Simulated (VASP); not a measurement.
# Ta2N (P-3m1) in VASP: single point with r2SCAN

Aim: the single point of Ta2N with r2SCAN.

Everything below comes from runs of VASP 6.6.1. Logs are shortened: lines on timing, memory, paths and dates and some standing lists are left out, and cuts for length are marked.

### 1 Starting point

It takes space group P-3m1 (No. 164, trigonal). Conventional cell: a = 3.113 Å, b = 3.113 Å, c = 4.870 Å, α = 90.00°, β = 90.00°, γ = 120.00°. Around Ta (site symmetry 3m) lie 3 N at 2.18 Å. N (site symmetry -3m) has 6 Ta at 2.18 Å as nearest neighbours.

The cell comes from a database or a generator and needn't be the stable form of this composition.

### 2 Single point, r2SCAN

POSCAR

```
Ta2N
1.0
    3.1128615100      0.0000000000      0.0000000000
   -1.5564307500      2.6958171400      0.0000000000
    0.0000000000      0.0000000000      4.8698410000
Ta N
2 1
Direct
    0.6666666700      0.3333333300      0.7452890000
    0.3333333300      0.6666666700      0.2547110000
    0.0000000000      0.0000000000      0.0000000000
```

INCAR.step1

```
SYSTEM = Ta2N
ALGO = Normal
EDIFF = 1E-4
ENCUT = 520
GGA = PE
ISMEAR = 1
LASPH = .TRUE.
LCHARG = .FALSE.
LREAL = .FALSE.
LWAVE = .TRUE.
NBANDS = 20
NELM = 100
PREC = Accurate
SIGMA = 0.15
```

INCAR.step2

```
SYSTEM = Ta2N
ALGO = Normal
EDIFF = 1E-6
ENCUT = 520
ISIF = 2
ISMEAR = 1
ISTART = 1
LASPH = .TRUE.
LCHARG = .FALSE.
LMIXTAU = .TRUE.
LREAL = .FALSE.
LWAVE = .FALSE.
METAGGA = R2SCAN
NBANDS = 20
NELM = 100
PREC = Accurate
SIGMA = 0.15
```

KPOINTS

```
k-points
0
G
  5 5 3
  0 0 0
```

Potentials or basis: VASP PAW PBE potentials, release 64 (Ta_pv, N).

Command:

```console
$ cat potpaw_PBE.64/Ta_pv/POTCAR potpaw_PBE.64/N/POTCAR > POTCAR
$ cp INCAR.step1 INCAR
$ mpirun -np 1 vasp_std > vasp.out
$ cp INCAR.step2 INCAR
$ mpirun -np 1 vasp_std > vasp.out
```

OUTCAR:

```text
SYSTEM = Ta2N
   EDIFF = 1E-6
   ENCUT = 520
   ISIF = 2
   ISMEAR = 1
   ISTART = 1
   LASPH = .TRUE.
   LREAL = .FALSE.
   METAGGA = R2SCAN
   NELM = 100
   PREC = Accurate

 ion  position               nearest neighbor table
   1  0.667  0.333  0.745-   3 2.18   3 2.18   3 2.18   2 2.99   2 2.99   2 2.99   2 3.06   2 3.06
                             2 3.06
   2  0.333  0.667  0.255-   3 2.18   3 2.18   3 2.18   1 2.99   1 2.99   1 2.99   1 3.06   1 3.06
                             1 3.06
   3  0.000  0.000  0.000-   1 2.18   2 2.18   2 2.18   1 2.18   1 2.18   2 2.18

  LATTYP: Found a hexagonal cell.
 ALAT       =     3.1128615100
 C/A-ratio  =     1.5644258456

  Lattice vectors:

 A1 = (   3.1128615100,   0.0000000000,   0.0000000000)
 A2 = (  -1.5564307500,   2.6958171400,   0.0000000000)
 A3 = (   0.0000000000,   0.0000000000,   4.8698410000)

Analysis of symmetry for initial positions (statically):
=====================================================================
 Subroutine PRICEL returns:
 Original cell was already a primitive cell.

 Routine SETGRP: Setting up the symmetry group for a
 hexagonal supercell.

 Subroutine GETGRP returns: Found 12 space group operations
 (whereof 12 operations were pure point group operations)
 out of a pool of 24 trial point group operations.

The static configuration has the point symmetry D_3d.

Analysis of symmetry for dynamics (positions and initial velocities):
=====================================================================
 Subroutine PRICEL returns:
 Original cell was already a primitive cell.

 Routine SETGRP: Setting up the symmetry group for a
 hexagonal supercell.

 Subroutine GETGRP returns: Found 12 space group operations
 (whereof 12 operations were pure point group operations)
 out of a pool of 24 trial point group operations.

The dynamic configuration has the point symmetry D_3d.

 Subroutine INISYM returns: Found 12 space group operations
 (whereof 12 operations are pure point group operations),
 and found     1 'primitive' translations

----------------------------------------------------------------------------------------

                                     Primitive cell

  volume of cell :      40.8663

  direct lattice vectors                    reciprocal lattice vectors
     3.112861510  0.000000000  0.000000000     0.321247828  0.185472520  0.000000000
    -1.556430750  2.695817140  0.000000000     0.000000000  0.370945041  0.000000000
     0.000000000  0.000000000  4.869841000     0.000000000  0.000000000  0.205345513

  length of vectors
     3.112861510  3.112861502  4.869841000     0.370945040  0.370945041  0.205345513

  position of ions in fractional coordinates (direct lattice)
     0.666666670  0.333333330  0.745289000
     0.333333330  0.666666670  0.254711000
     0.000000000  0.000000000  0.000000000

  ion indices of the primitive-cell ions
   primitive index   ion index
                 1           1
                 2           2
                 3           3

----------------------------------------------------------------------------------------

 KPOINTS: k-points

Automatic generation of k-mesh.
 Grid dimensions read from file:
 generate k-points for:    5    5    3

 Generating k-lattice:

  Cartesian coordinates                     Fractional coordinates (reciprocal lattice)
     0.064249566  0.037094504  0.000000000     0.200000000 -0.000000000  0.000000000
     0.000000000  0.074189008  0.000000000     0.000000000  0.200000000  0.000000000
     0.000000000  0.000000000  0.068448504     0.000000000  0.000000000  0.333333333

  Length of vectors
     0.074189008  0.074189008  0.068448504

  Shift w.r.t. Gamma in fractional coordinates (k-lattice)
     0.000000000  0.000000000  0.000000000

 Subroutine IBZKPT returns following result:
 ===========================================

 Found     12 irreducible k-points:

 Following reciprocal coordinates:
            Coordinates               Weight
  0.000000  0.000000  0.000000      1.000000
  0.200000  0.000000  0.000000      6.000000
  0.400000 -0.000000  0.000000      6.000000
  0.200000  0.200000  0.000000      6.000000
  0.400000  0.200000  0.000000      6.000000
  0.000000  0.000000  0.333333      2.000000
  0.200000  0.000000  0.333333      6.000000
  0.000000  0.200000  0.333333      6.000000
  0.400000 -0.000000  0.333333      6.000000
  0.000000  0.400000  0.333333      6.000000
  0.200000  0.200000  0.333333     12.000000
  0.400000  0.200000  0.333333     12.000000
   k-points           NKPTS =     12   k-points in BZ     NKDIM =     12   number of bands    NBANDS=     20
   number of dos      NEDOS =    301   number of ions     NIONS =      3
   total plane-waves  NPLWV =  20736
   dimension x,y,z NGX =    24 NGY =   24 NGZ =   36
   dimension x,y,z NGXF=    48 NGYF=   48 NGZF=   72
   ions per type =               2   1
   NGX,Y,Z   is equivalent  to a cutoff of  12.82, 12.82, 12.29 a.u.
   NGXF,Y,Z  is equivalent  to a cutoff of  25.63, 25.63, 24.58 a.u.
 SYSTEM =  Ta2N
   PREC   = accura    normal or accurate (medium, high low for compatibility)
   ISTART =      1    job   : 0-new  1-cont  2-samecut
   ICHARG =      0    charge: 1-file 2-atom 10-const
   ISPIN  =      1    spin polarized calculation?
   LNONCOLLINEAR =      F non collinear calculations
   LSORBIT =      F    spin-orbit coupling
   LASPH  =      T    aspherical Exc in radial PAW
   ENCUT  =  520.0 eV  38.22 Ry    6.18 a.u.   5.79  5.79  9.05*2*pi/ulx,y,z
   NELM   =    100;   NELMIN=  2; NELMDL=  0     # of ELM steps
   EDIFF  = 0.1E-05   stopping-criterion for ELM
   LREAL  =      F    real-space projection
   EDIFFG = 0.1E-04   stopping-criterion for IOM
   NSW    =      0    number of steps for IOM
   IBRION =     -1    ionic relax: 0-MD 1-quasi-New 2-CG
   NFREE  =      0    steps in history (QN), initial steepest desc. (CG)
   ISIF   =      2    stress and relaxation
   ISYM   =      2    0-nonsym 1-usesym 2-fastsym
   POTIM  = 0.5000    time-step for ionic-motion
   TEBEG  =    0.0;   TEEND  =   0.0 temperature during run
   PSTRESS=    0.0 pullay stress
   NELECT =      27.0000    total number of electrons
   NUPDOWN=      -1.0000    fix difference up-down
   EMIN   =  10.00;   EMAX   =-10.00  energy-range for DOS
   EFERMI =   0.00;   METHOD = LEGACY
   ISMEAR =     1;   SIGMA  =   0.15  broadening in eV -4-tet -1-fermi 0-gaus
   EFERMI_NEDOS =   21; number of points for ismear=-14 and -15
   IALGO  =     38    algorithm
   IMIX   =      4    mixing-type and parameters
     AMIX     =   0.40;   BMIX     =  1.00
     AMIX_MAG =   1.60;   BMIX_MAG =  1.00
  volume/ion in A,a.u.               =      13.62        91.93
  Fermi-wavevector in a.u.,A,eV,Ry     =   1.425852  2.694469 27.661374  2.033054
  Thomas-Fermi vector in A             =   2.546192
   LORBIT       =      0    0 simple, 1 ext, 2 COOP (PROOUT), +10 PAW based schemes
   METAGGA = R2SCAN    functional components
   LHFCALC =     F    Hartree Fock is set to
   AEXX    =    0.0000 exact exchange contribution
   IVDW    =     0    specifies the selected vdW correction
   LEPSILON=     F    determine dielectric tensor
   LRPA    =     F    only Hartree local field effects (RPA)
 non-spin polarized calculation
 Methfessel and Paxton  Order N= 1 SIGMA  =   0.15
  energy-cutoff  :      520.00
  volume of cell :       40.87
 maximum number of plane-waves:      1108
 NGX is ok and might be reduce to    24
   NGX = 11   NGY = 11   NGZ = 19

 number of electron      26.9999996 magnetization

 Free energy of the ion-electron system (eV)
  ---------------------------------------------------
  ext. energy  EPLUGINS =         0.00000000
  ---------------------------------------------------
  free energy    TOTEN  =      -108.94957390 eV

  energy without entropy =     -108.94304425  energy(sigma->0) =     -108.94739735

 E-fermi :   7.4093     XC(G=0): -13.9179

 val. band max:        7.3865226214   @ k =   0.0000   0.4000   0.3333
 cond. band min:       7.4423795830   @ k =   0.2000   0.0000   0.0000
 fundamental gap:      0.0558569616
 Fermi energy:         7.4092632567

 k-point     1 :       0.0000    0.0000    0.0000
  band No.  band energies     occupation
      1     -29.5758      2.00000
      2     -28.8421      2.00000
      3     -28.8421      2.00000
      4     -28.7146      2.00000
      5     -28.7146      2.00000
      6     -28.5801      2.00000
[... 12 lines left out ...]
     19       8.6929     -0.00000
     20      12.6024      0.00000

 k-point     2 :       0.2000    0.0000    0.0000
  band No.  band energies     occupation
      1     -29.4582      2.00000
      2     -29.0626      2.00000
      3     -28.9256      2.00000
      4     -28.9170      2.00000
      5     -28.7350      2.00000
      6     -28.6286      2.00000
[... 12 lines left out ...]
     19      11.1240      0.00000
     20      12.2157      0.00000

 k-point     3 :       0.4000   -0.0000    0.0000
  band No.  band energies     occupation
      1     -29.4300      2.00000
      2     -29.2294      2.00000
      3     -29.1962      2.00000
      4     -29.0244      2.00000
      5     -28.7799      2.00000
      6     -28.7712      2.00000
[... 12 lines left out ...]
     19      11.8317      0.00000
     20      12.4524      0.00000

 k-point     4 :       0.2000    0.2000    0.0000
  band No.  band energies     occupation
      1     -29.3007      2.00000
      2     -29.2361      2.00000
      3     -29.2094      2.00000
      4     -28.9772      2.00000
      5     -28.8529      2.00000
      6     -28.7298      2.00000
[... 153 lines left out ...]
 k-point    11 :       0.2000    0.2000    0.3333
  band No.  band energies     occupation
      1     -29.3973      2.00000
      2     -29.3018      2.00000
      3     -29.0201      2.00000
      4     -28.9741      2.00000
      5     -28.8797      2.00000
      6     -28.7304      2.00000
[... 12 lines left out ...]
     19      11.7062      0.00000
     20      12.9415      0.00000

 k-point    12 :       0.4000    0.2000    0.3333
  band No.  band energies     occupation
      1     -29.4646      2.00000
      2     -29.3723      2.00000
      3     -29.1715      2.00000
      4     -29.0291      2.00000
      5     -28.8443      2.00000
      6     -28.7620      2.00000
[... 12 lines left out ...]
     19      12.5384      0.00000
     20      13.2101      0.00000

------------------------ aborting loop because EDIFF is reached ----------------------------------------

  FORCE on cell =-STRESS in cart. coord.  units (eV):
  Direction    XX          YY          ZZ          XY          YZ          ZX
  --------------------------------------------------------------------------------------
  -------------------------------------------------------------------------------------
  Total       -1.5405015     -1.5405015      0.0101841     -0.0000000      0.0000000      0.0000000
  in kB      -60.3959333    -60.3959330      0.3992722     -0.0000001      0.0000000      0.0000000
  external PRESSURE =     -40.1308647 kB  Pullay stress =       0.0000000 kB

 VOLUME and BASIS-vectors are now :
 -----------------------------------------------------------------------------
  energy-cutoff  :      520.00
  volume of cell :       40.87
      direct lattice vectors                 reciprocal lattice vectors
     3.112861510  0.000000000  0.000000000     0.321247828  0.185472520  0.000000000
    -1.556430750  2.695817140  0.000000000     0.000000000  0.370945041  0.000000000
     0.000000000  0.000000000  4.869841000     0.000000000  0.000000000  0.205345513

 POSITION                                       TOTAL-FORCE (eV/Angst)
 -----------------------------------------------------------------------------------
      1.55643      0.89861      3.62944         0.000000     -0.000000      0.468300
     -0.00000      1.79721      1.24040        -0.000000      0.000000     -0.468300
      0.00000      0.00000      0.00000         0.000000      0.000000      0.000000
 -----------------------------------------------------------------------------------
    total drift:                               -0.000000     -0.000000      0.000000

  FREE ENERGIE OF THE ION-ELECTRON SYSTEM (eV)
  ---------------------------------------------------
  free  energy   TOTEN  =      -108.9495738974 eV

  energy  without entropy=     -108.9430442455  energy(sigma->0) =     -108.94739735
```

Wall time 22 s (1 thread of Intel Xeon Platinum 8488C (Sapphire Rapids), shared host); peak memory 0.16 GiB.

Results:

| Quantity | Value |
| --- | --- |
| Free energy | -108.9496 eV |
| Pressure | -4.0 GPa |
| Largest force | 0.468 eV/Å |
| Band gap on the k mesh | none (metal or under the smearing width) |

Forces in eV/Å, atoms in the order of the input:
```
Ta   0.000  0.000  0.468
Ta   0.000  0.000 -0.468
N    0.000  0.000  0.000
```

Caveat: the k mesh is coarse (spacing up to 0.47 Å⁻¹), so the values aren't converged; the PAW data sets were made with another functional, which shifts forces and pressure a little. Spin-orbit coupling is left out, which matters for the levels of Ta.
